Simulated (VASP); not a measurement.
Set up this calculation in VASP 6.6.1, as the native input.

```
Task                   : single point
Functional             : PBE
Potentials or basis    : VASP PAW PBE potentials, release 64 (B, N)
Cutoff                 : 520 eV
k mesh                 : 12 × 12 × 6
Occupations            : fermi-dirac, width 0.02 eV
Spin                   : no spin polarisation
Dipole correction      : no
Further INCAR settings : ALGO = Normal; EDIFF = 1e-06; NBANDS = 16
```

The structure of BN lies in POSCAR:

```
BN
1.0
    2.5544338113      0.0000000000      0.0000000000
   -1.2772169057      2.2122045728      0.0000000000
    0.0000000000      0.0000000000      4.2244270384
B N
2 2
Direct
    0.3333333333      0.6666666667      0.0001896167
    0.6666666667      0.3333333333      0.5001896167
    0.3333333333      0.6666666667      0.3748103833
    0.6666666667      0.3333333333      0.8748103833
```

The cell was built by a generator and needn't be a form met in nature.

One way to write it, as run:

INCAR

```
ALGO = Normal ; EDIFF = 1E-6
ENCUT = 520 ; GGA = PE
ISIF = 2 ; ISMEAR = -1
LASPH = T ; LCHARG = T
LELF = T ; LREAL = F
LVHAR = T ; LWAVE = F
NBANDS = 16 ; NELM = 100
PREC = Accurate ; SIGMA = 0.02
```

KPOINTS

```
k-points
0
Gamma
  12 12 6
```

Potentials or basis: VASP PAW PBE potentials, release 64 (B, N).

Run with:

```bash
$ cat potpaw_PBE.64/B/POTCAR potpaw_PBE.64/N/POTCAR > POTCAR
$ mpirun -np 1 vasp_std > vasp.out
```

It gave:

* Pressure: 0.3 GPa
* Band gap on the k mesh: 5.21 eV, indirect (least direct gap 8.24 eV)

Run time: 12 s on 1 thread of Intel(R) Xeon(R) Platinum 8559C (Emerald Rapids), with other jobs on the host, peak memory 0.14 GiB.
